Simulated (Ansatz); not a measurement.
# GaAs (F-43m) in Ansatz: a series of runs

The runs below take GaAs through single point, with PBE.

All numbers are computed with Ansatz 0.2.0; they aren't measurements. Logs are shortened: lines on timing, memory, paths and dates and some standing lists are left out, and cuts for length are marked.

**Experimental background.**

From “Evidence of valence band perturbations in GaAsN/GaAs(001): A combined variable-angle spectroscopic ellipsometry and modulated photoreflectance investigation”, 2008, arxiv:0805.2212, for a bulk crystal of GaAs at 300 K: band gap 1.418 ± 0.005 eV (direct); band gap 1.412 ± 0.01 eV (direct).

The runs below are set against these values where they give the same quantity.

## (1) Starting point

Symmetry: F-43m, No. 216, cubic system. The conventional cell has a = 5.654 Å, b = 5.654 Å, c = 5.654 Å, α = 90.00°, β = 90.00°, γ = 90.00°. Around As (site symmetry -43m) lie 4 Ga at 2.45 Å. Ga (site symmetry -43m) has 4 As at 2.45 Å as nearest neighbours.

## (2) Single point, PBE

input.yaml reads:

```yaml
crystal:
  lattice:
    - [0.0, 2.82685, 2.82685]
    - [2.82685, 0.0, 2.82685]
    - [2.82685, 2.82685, 0.0]
  atoms:
    - { symbol: As, position: [0.75, 0.75, 0.75] }
    - { symbol: Ga, position: [0.0, 0.0, 0.0] }
kpoints:
  mp_grid: { grid: [3, 3, 3] }
scf:
  occupations: { method: fermi_dirac, width: 0.06 }
hamiltonian:
  xc: pbe
  pseudopotentials: { kind: all_electron, lapw: { basis_error: 0.003 } }
output:
  forces: true
  stress: true
  eigenvalues: true
```

Potentials or basis: all-electron LAPW, scalar-relativistic.

Run with:

```bash
ansatz run input.yaml --threads 1 --pin off --max-ram 3072MiB --backend cpu --events-out ev --progress --plain --runs-dir out
```

Output:

```text
Warning: RAYON_NUM_THREADS=1 ignored (pool sized by the plan → 1); use --threads N
LAPW: plane waves up to 8.525 Å⁻¹, error target 3.0e-3 eV per atom; small_component_spin mean_spin; Ga in spheres of 1.236 Å, 21 of its electrons in bands, Dirac shells []; As in spheres of 1.212 Å, 23 of its electrons in bands, Dirac shells [] (how accurate: hamiltonian.pseudopotentials.lapw.basis_error, Limitations)
Engine: ansatz 0.2.0, x86_64-unknown-linux-gnu
Pseudopotentials: kind: all_electron
Pseudopotential: As, LAPW, valence charge 23, lapw/all_electron/scalar/gaussian/As, Koelling and Harmon's equation, gaussian nucleus
Pseudopotential: Ga, LAPW, valence charge 21, lapw/all_electron/scalar/gaussian/Ga, Koelling and Harmon's equation, gaussian nucleus
Functional definition: PBE
  parameter kappa = 0.804
  parameter beta = 0.06672455060314922
  exchange = pbe_x(kappa = kappa, mu = beta*pi^2/3)
  correlation = pbe_c(beta = beta)
Crystal: 2 atoms, lattice volume = 45.179 Å³
Basis set: ecut = 276.88397204197577 eV, 459 PW (Γ), exchange–correlation at level 2
Bands: 27, of which v1, the nominal top of the filled ones, is band 22 counted from 1 (21 counted from 0)
Symmetry: 24 space group operations
Space group: F-43m (ITA 216), of the structure as read, at distance tolerance 3.6e-5 Å
k-points: 4 of 27 (time reversal used)
Non-local potential: As, projectors of the file, none
Non-local potential: Ga, projectors of the file, none
Initial density: superposition of atomic densities (chi_scale 0.1, normalization cell, long waves kept (reshape's long-wave potential 0.00 eV rms))
Initial wavefunctions: plane waves of lowest kinetic energy (no species holds an atomic orbital)
Functional: x = pbe(κ = 0.804, μ = 0.2195149727645171), c = pbe(β = 0.06672455060314922)
iter 1 solved again at ethr=1.87e-3 eV; its pass at ethr=1.00e-1 eV (dr2=8.22e-1 eV) is discarded
SCF iter   1: F=—  HF=-114424.092556 eV  |F-HF|=—  |Δ(HF+E_count)|=         —  Δρ=3.53e-2  dr2=8.24e-1  ethr=1.87e-3  ⟨swp⟩=2.0  Hψ=669  notcnv=0
preconditioner: auto → none  [insulator: Δε(μ)=0.701 eV  Ē_g=15.840 eV  σ=0.060 eV  W_gap=0.99  n_scr=14 (ndim 8)  ℏωp=23.4 eV  f_vac=0.115  D(μ)=0.01/eV (n_scr^D=0)  ε∞_Penn≈3.2]
SCF iter   2: F=—  HF=-114423.890184 eV  |F-HF|=—  |Δ(HF+E_count)|=   2.02e-1  Δρ=1.39e-2  dr2=8.88e-2  ethr=1.87e-3  ⟨swp⟩=2.0  Hψ=320  notcnv=0
SCF iter   3: F=—  HF=-114423.875287 eV  |F-HF|=—  |Δ(HF+E_count)|=   1.49e-2  Δρ=6.12e-3  dr2=1.75e-2  ethr=2.02e-4  ⟨swp⟩=2.0  Hψ=320  notcnv=0
iter 4 solved again at ethr=1.58e-6 eV; its pass at ethr=3.97e-5 eV (dr2=6.93e-4 eV) is discarded
SCF iter   4: F=—  HF=-114423.871820 eV  |F-HF|=—  |Δ(HF+E_count)|=         —  Δρ=1.26e-3  dr2=6.92e-4  ethr=1.58e-6  ⟨swp⟩=2.0  Hψ=534  notcnv=0
the basis was enlarged: its passes take 48.4 KiB over the memory plan, 1 of 1 planned eigensolver slots
SCF iter   5: F=—  HF=-114423.871797 eV  |F-HF|=—  |Δ(HF+E_count)|=   2.31e-5  Δρ=2.88e-4  dr2=2.31e-5  ethr=1.57e-6  ⟨swp⟩=3.0  Hψ=311  notcnv=0
SCF iter   6: F=—  HF=-114423.871839 eV  |F-HF|=—  |Δ(HF+E_count)|=   4.22e-5  Δρ=1.18e-4  dr2=4.59e-6  ethr=5.25e-8  ⟨swp⟩=3.0  Hψ=317  notcnv=0
SCF iter   7: F=—  HF=-114423.871852 eV  |F-HF|=—  |Δ(HF+E_count)|=   1.33e-5  Δρ=1.97e-5  dr2=1.36e-7  ethr=1.04e-8  ⟨swp⟩=3.0  Hψ=318  notcnv=0
SCF iter   8: F=-114423.871853 eV  HF=-114423.871853 eV  |F-HF|=6.71e-9  |Δ(HF+E_count)|=   4.82e-7  Δρ=2.05e-6  dr2=2.00e-9  ethr=3.10e-10  ⟨swp⟩=3.0  Hψ=318  notcnv=0
SCF 1 converged in 8 iterations: F = -114423.871853 eV  dr2 = 2.00e-9
SCF converged after 8 iterations
Free energy (F): -114423.871853 eV
Harris-Foulkes:  -114423.871853 eV  (|F-HF|=6.71e-9)
Internal energy: -114423.870602 eV  (E = F + TS)
E sigma→0 (E₀):  -114423.871228 eV
Entropy (-TS):   -0.001250 eV (-0.625 meV/atom)
Fermi energy:    9.755713 eV
--- Per-component energies (eV) ---
  E_band       = -2114.979836
  E_kinetic    = 116840.210986
  E_xc         = -4342.866874
  E_electrostatic = -226921.214714  (all electrons and nuclei)
  E_smearing   = -0.001250  (= −TS)
  E_closure    = 0.000000  (closes the sum)
  E_atoms      = -114416.203472  (free atoms, spherical and without spin; not in F)
  Σ components = -114423.871853   (vs F -114423.871853, Δ=0.00e0)
  Basis errors (estimates in eV, not in F): energy 1.3e-3 per atom: plane waves 1.2e-3 (7.3e-4 summed), levels above the bands 2.7e-67, relativity 1.6e-7, radial functions 1.2e-4, core shells 8.9e-11; eigenvalues (radial functions only) 2.5e-6; not estimated: angular momenta, meshes, grids; target (lapw.basis_error) 3.0e-3; muffin-tin radii Ga 1.236 Å, As 1.212 Å
--- Forces (eV/Å), atoms counted from 1 ---
  atom   1  As    -0.00000000     0.00000000    -0.00000000
  atom   2  Ga     0.00000000    -0.00000000    -0.00000000
  max |Σ_I F_I| component: 3.24e-17 eV/Å
--- Stress (GPa, compression-positive) ---
        4.543681      -0.000000      -0.000000
       -0.000000       4.543681       0.000000
       -0.000000       0.000000       4.543681
  P = ⅓ Tr σ = 4.5437 GPa (45.437 kbar)
--- Band table (eV) ---
  k-point 0: bands = ["-175.1036", "-134.2723", "-118.4754", "-118.4754", "-118.4754", "-85.0039", "-85.0039", "-85.0039", "-25.5258", "-25.5258", "-25.5258", "-25.5164", "-25.5164", "-5.4353", "-5.4353", "-5.4353", "-5.3604", "-5.3604", "-3.2582", "9.4744", "9.4744", "9.4744", "9.9700", "13.1306", "13.1306", "13.1306", "17.0646"]
  k-point 1: bands = ["-175.1036", "-134.2723", "-118.4754", "-118.4754", "-118.4754", "-85.0039", "-85.0039", "-85.0039", "-25.5257", "-25.5252", "-25.5252", "-25.5163", "-25.5163", "-5.4938", "-5.4198", "-5.4198", "-5.3587", "-5.3587", "-2.1054", "4.0612", "8.5340", "8.5340", "10.6503", "14.1056", "14.1056", "16.7196", "18.2271"]
  k-point 2: bands = ["-175.1036", "-134.2723", "-118.4754", "-118.4754", "-118.4754", "-85.0039", "-85.0039", "-85.0039", "-25.5265", "-25.5245", "-25.5245", "-25.5169", "-25.5158", "-5.5202", "-5.3990", "-5.3990", "-5.3788", "-5.3513", "-1.6906", "4.0832", "7.2226", "7.2226", "10.9986", "12.0775", "17.4620", "17.4620", "18.1171"]
  k-point 3: bands = ["-175.1036", "-134.2723", "-118.4754", "-118.4754", "-118.4754", "-85.0039", "-85.0039", "-85.0039", "-25.5257", "-25.5248", "-25.5245", "-25.5165", "-25.5160", "-5.5242", "-5.4056", "-5.3982", "-5.3682", "-5.3574", "-0.9231", "2.9644", "5.4753", "7.4950", "11.6666", "15.3278", "16.5915", "16.9514", "17.2187"]
```

Run time: 3 s. Hardware: 1 thread of Intel Xeon at 2.70GHz, shared host; peak memory 0.25 GiB.

What came out:

* Free energy: -114423.8719 eV
* Pressure: 4.5 GPa
* Band gap on the k mesh: 0.50 eV, direct

Levels at points of the mesh, in eV from the valence-band top:
| k point | band 18 | band 19 | band 20 | band 21 | band 22 | band 23 | band 24 | band 25 | band 26 | band 27 |
| --- | --- | --- | --- | --- | --- | --- | --- | --- | --- | --- |
| (0.00, 0.00, 0.00) | -14.83 | -12.73 | 0.00 | 0.00 | 0.00 | 0.50 | 3.66 | 3.66 | 3.66 | 7.59 |

Caveat: the k mesh is coarse (spacing up to 0.64 Å⁻¹), so the values aren't converged. PBE gaps usually lie below the measured ones, often by a third to a half.

## (3) Single point, PBE

input.yaml reads:

```yaml
crystal:
  lattice:
    - [0.0, 2.82685, 2.82685]
    - [2.82685, 0.0, 2.82685]
    - [2.82685, 2.82685, 0.0]
  atoms:
    - { symbol: As, position: [0.75, 0.75, 0.75] }
    - { symbol: Ga, position: [0.0, 0.0, 0.0] }
kpoints:
  mp_grid: { grid: [8, 8, 8] }
scf:
  occupations: { method: gaussian, width: 0.022 }
hamiltonian:
  xc: pbe
  pseudopotentials: { kind: all_electron, lapw: { basis_error: 0.001 } }
output:
  forces: true
  stress: true
  eigenvalues: true
```

Potentials or basis: all-electron LAPW, scalar-relativistic.

Run with:

```bash
ansatz run input.yaml --threads 1 --pin off --max-ram 3072MiB --backend cpu --events-out ev --progress --plain --runs-dir out
```

Run time: 14 s. Hardware: 1 thread of Intel Xeon at 2.70GHz, shared host; peak memory 0.32 GiB.

It converged, with:

| Item | Value |
| --- | --- |
| Free energy | -114424.4508 eV |
| Pressure | 3.3 GPa |
| Band gap on the k mesh | 0.52 eV, direct |

Levels at points of the mesh, in eV from the valence-band top:
```csv
k point,band 20,band 21,band 22,band 23,band 24,band 25
"(0.00, 0.00, 0.00)",0.00,0.00,0.00,0.52,3.74,3.74
"(0.00, 0.00, -0.50)",-6.63,-1.14,-1.14,1.01,4.65,4.65
"(0.00, -0.50, -0.50)",-6.81,-2.67,-2.67,1.47,1.66,10.18
```

## (4) Single point, PBE

Changes to input.yaml since step 3:

```diff
@@ -11,3 +11,3 @@
 scf:
-  occupations: { method: gaussian, width: 0.022 }
+  occupations: { method: gaussian, width: 0.02 }
 hamiltonian:
```

Run with:

```bash
ansatz run input.yaml --threads 1 --pin off --max-ram 3072MiB --backend cpu --events-out ev --progress --plain --runs-dir out
```

It took 13 s on 1 thread of Intel Xeon at 2.70GHz, shared host; peak memory 0.32 GiB.

The run converged. Its results:

```
Free energy            : -114424.4508 eV
Pressure               : 3.3 GPa
Band gap on the k mesh : 0.52 eV, direct
```

Levels at points of the mesh, in eV from the valence-band top:
| k point | band 18 | band 19 | band 20 | band 21 | band 22 | band 23 | band 24 | band 25 | band 26 | band 27 |
| --- | --- | --- | --- | --- | --- | --- | --- | --- | --- | --- |
| (0.00, 0.00, 0.00) | -14.70 | -12.73 | 0.00 | 0.00 | 0.00 | 0.52 | 3.74 | 3.74 | 3.74 | 7.60 |
| (0.00, 0.00, -0.50) | -14.70 | -10.96 | -6.63 | -1.14 | -1.14 | 1.01 | 4.65 | 4.65 | 7.76 | 10.41 |
| (0.00, -0.50, -0.50) | -14.69 | -10.23 | -6.81 | -2.67 | -2.67 | 1.47 | 1.66 | 10.18 | 10.18 | 10.98 |

## (5) Single point, PBE

Changes to input.yaml since step 4:

```diff
@@ -11,3 +11,3 @@
 scf:
-  occupations: { method: gaussian, width: 0.02 }
+  occupations: { method: gaussian, width: 0.028 }
 hamiltonian:
```

Potentials or basis: all-electron LAPW, scalar-relativistic.

Run with:

```bash
ansatz run input.yaml --threads 1 --pin off --max-ram 3072MiB --backend cpu --events-out ev --progress --plain --runs-dir out
```

Output:

```text
Warning: RAYON_NUM_THREADS=1 ignored (pool sized by the plan → 1); use --threads N
LAPW: plane waves up to 9.105 Å⁻¹, error target 1.0e-3 eV per atom; small_component_spin mean_spin; Ga in spheres of 1.234 Å, 21 of its electrons in bands, Dirac shells []; As in spheres of 1.214 Å, 23 of its electrons in bands, Dirac shells [] (how accurate: hamiltonian.pseudopotentials.lapw.basis_error, Limitations)
Engine: ansatz 0.2.0, x86_64-unknown-linux-gnu
Pseudopotentials: kind: all_electron
Pseudopotential: As, LAPW, valence charge 23, lapw/all_electron/scalar/gaussian/As, Koelling and Harmon's equation, gaussian nucleus
Pseudopotential: Ga, LAPW, valence charge 21, lapw/all_electron/scalar/gaussian/Ga, Koelling and Harmon's equation, gaussian nucleus
Functional definition: PBE
  parameter kappa = 0.804
  parameter beta = 0.06672455060314922
  exchange = pbe_x(kappa = kappa, mu = beta*pi^2/3)
  correlation = pbe_c(beta = beta)
Crystal: 2 atoms, lattice volume = 45.179 Å³
Basis set: ecut = 315.8813583527666 eV, 561 PW (Γ), exchange–correlation at level 2
Bands: 27, of which v1, the nominal top of the filled ones, is band 22 counted from 1 (21 counted from 0)
Symmetry: 24 space group operations
[... 22 lines left out ...]
Internal energy: -114424.450782 eV  (E = F + TS)
E sigma→0 (E₀):  -114424.450782 eV
Fermi energy:    9.614636 eV
--- Per-component energies (eV) ---
  E_band       = -2120.887005
  E_kinetic    = 116839.767200
  E_xc         = -4342.503904
  E_electrostatic = -226921.714079  (all electrons and nuclei)
  E_smearing   = -0.000000  (= −TS)
  E_closure    = 0.000000  (closes the sum)
  E_atoms      = -114416.203472  (free atoms, spherical and without spin; not in F)
  Σ components = -114424.450782   (vs F -114424.450782, Δ=0.00e0)
  Basis errors (estimates in eV, not in F): energy 4.3e-4 per atom: plane waves 4.0e-4 (2.3e-4 summed), levels above the bands 0.0e0, relativity 3.2e-8, radial functions 3.4e-5, core shells 6.7e-11; eigenvalues (radial functions only) 8.7e-7; not estimated: angular momenta, meshes, grids; target (lapw.basis_error) 1.0e-3; muffin-tin radii Ga 1.234 Å, As 1.214 Å
--- Forces (eV/Å), atoms counted from 1 ---
  atom   1  As    -0.00000000     0.00000000    -0.00000000
  atom   2  Ga     0.00000000    -0.00000000     0.00000000
  max |Σ_I F_I| component: 1.50e-17 eV/Å
--- Stress (GPa, compression-positive) ---
        3.272480      -0.000000      -0.000000
       -0.000000       3.272480       0.000000
       -0.000000       0.000000       3.272480
  P = ⅓ Tr σ = 3.2725 GPa (32.725 kbar)
--- Band table (eV; the first three rows and the last of 29) ---
  k-point 0: bands = ["-175.3707", "-134.2563", "-118.7428", "-118.7428", "-118.7428", "-84.9878", "-84.9878", "-84.9878", "-25.7912", "-25.7912", "-25.7912", "-25.7817", "-25.7817", "-5.4244", "-5.4244", "-5.4244", "-5.3461", "-5.3461", "-3.3727", "9.3535", "9.3535", "9.3535", "9.8741", "13.0941", "13.0941", "13.0941", "16.9517"]
  k-point 1: bands = ["-175.3707", "-134.2563", "-118.7428", "-118.7428", "-118.7428", "-84.9878", "-84.9878", "-84.9878", "-25.7912", "-25.7911", "-25.7911", "-25.7817", "-25.7817", "-5.4383", "-5.4209", "-5.4209", "-5.3463", "-5.3463", "-3.1900", "7.3933", "9.1180", "9.1180", "10.9489", "13.4416", "13.4416", "13.5537", "17.8885"]
  k-point 2: bands = ["-175.3707", "-134.2563", "-118.7428", "-118.7428", "-118.7428", "-84.9878", "-84.9878", "-84.9878", "-25.7911", "-25.7908", "-25.7908", "-25.7816", "-25.7816", "-5.4684", "-5.4131", "-5.4131", "-5.3458", "-5.3458", "-2.6801", "5.2199", "8.6767", "8.6767", "10.8095", "13.9596", "13.9596", "15.3121", "18.3276"]
  k-point 28: bands = ["-175.3707", "-134.2563", "-118.7428", "-118.7428", "-118.7428", "-84.9878", "-84.9878", "-84.9878", "-25.7910", "-25.7906", "-25.7894", "-25.7818", "-25.7811", "-5.5248", "-5.3928", "-5.3802", "-5.3566", "-5.3424", "-0.8149", "2.7310", "5.8236", "6.0165", "13.9795", "14.0777", "14.7720", "15.4036", "20.4307"]
```

Wall time 19 s (1 thread of Intel Xeon at 2.70GHz, shared host); peak memory 0.32 GiB.

What came out:

| Property | Result |
| --- | --- |
| Free energy | -114424.4508 eV |
| Pressure | 3.3 GPa |
| Band gap on the k mesh | 0.52 eV, direct |

## (6) The runs side by side

| k mesh | cutoff (eV) | smearing | basis error allowed | mesh quality | gap on the mesh (eV) | pressure (GPa) |
| --- | --- | --- | --- | --- | --- | --- |
| 3 × 3 × 3 | 277 | fermi-dirac 0.06 eV | 0.003 eV/atom | coarse | 0.50 | 4.5 |
| 8 × 8 × 8 | 316 | gaussian 0.022 eV | 0.001 eV/atom | not flagged | 0.52 | 3.3 |
| 8 × 8 × 8 | 316 | gaussian 0.02 eV | 0.001 eV/atom | not flagged | 0.52 | 3.3 |
| 8 × 8 × 8 | 316 | gaussian 0.028 eV | 0.001 eV/atom | not flagged | 0.52 | 3.3 |

Alike in all rows: task single point; level PBE; potentials or basis all-electron LAPW, scalar-relativistic; no spin polarisation; cell as given.

Caveats: some runs use coarse meshes.

Compare energies only between runs with the same functional and basis.

## (7) Against experiment

Step 3. Against the measured gap of GaAs, 1.418 eV (direct; 300 K; “Evidence of valence band perturbations in GaAsN/GaAs(001): A combined variable-angle spectroscopic ellipsometry and modulated photoreflectance investigation”, 2008, arxiv:0805.2212), the calculated 0.52 eV is off by -0.90 eV. 3 values of this kind are on record (1.412 to 1.51 eV); this one was drawn at random among those near their median, those with a stated uncertainty first. Spin-orbit coupling on As, Ga is left out. The value is that of PBE on a finite k mesh, which can miss the band edges, without temperature or zero-point motion. Semilocal functionals fall short of measured gaps as a rule.

Step 4. Against the measured gap of GaAs, 1.412 eV (direct; 300 K; “Evidence of valence band perturbations in GaAsN/GaAs(001): A combined variable-angle spectroscopic ellipsometry and modulated photoreflectance investigation”, 2008, arxiv:0805.2212), the calculated 0.52 eV is off by -0.89 eV. 3 values of this kind are on record (1.412 to 1.51 eV); this one was drawn at random among those near their median, those with a stated uncertainty first. Spin-orbit coupling on As, Ga is left out. The value is that of PBE on a finite k mesh, which can miss the band edges, without temperature or zero-point motion. Semilocal functionals fall short of measured gaps as a rule.

Step 5. A measured gap of GaAs is 1.412 eV (direct; 300 K; “Evidence of valence band perturbations in GaAsN/GaAs(001): A combined variable-angle spectroscopic ellipsometry and modulated photoreflectance investigation”, 2008, arxiv:0805.2212); the calculated 0.52 eV misses it by -0.89 eV. 3 values of this kind are on record (1.412 to 1.51 eV); this one was drawn at random among those near their median, those with a stated uncertainty first. Spin-orbit coupling on As, Ga is left out. The value is that of PBE on a finite k mesh, which can miss the band edges, without temperature or zero-point motion. Semilocal functionals fall short of measured gaps as a rule.
